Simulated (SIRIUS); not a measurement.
## In: equation of state with PBEsol

Crystal: In.

```
In
1.0
    -1.88253    1.88253    1.88253
     1.88253   -1.88253    1.88253
     1.88253    1.88253   -1.88253
In
1
Direct
  0.00000 0.00000 0.00000
```

This isn't the form of In at room conditions, which is tetragonal.

```
Program             : SIRIUS 7.12.0
Task                : equation of state
Functional          : PBEsol
Potentials or basis : PseudoDojo 0.4.1 PBEsol standard (scalar relativistic)
Cutoff              : 960 eV
Density cutoff      : 3840 eV
k mesh              : 10 × 10 × 10
Occupations         : fermi-dirac, width 0.05 eV
Spin                : no spin polarisation
```

| Quantity | Value |
| --- | --- |
| Equilibrium volume | 25.80 Å³/atom |
| Bulk modulus | 42 GPa |
| Pressure derivative of the bulk modulus | 4.8 |

Energy against volume, from the lowest point:
```
volume (Å³/atom)  energy (meV/atom)
          25.085               2.56
          25.618               0.00
          26.152               0.47
          26.686               3.61
          27.220               9.09
          27.753              16.68
          28.287              26.14
```

All runs of the series together: 2 min on 1 thread of Intel(R) Xeon(R) 6975P-C (Granite Rapids) (shared host).
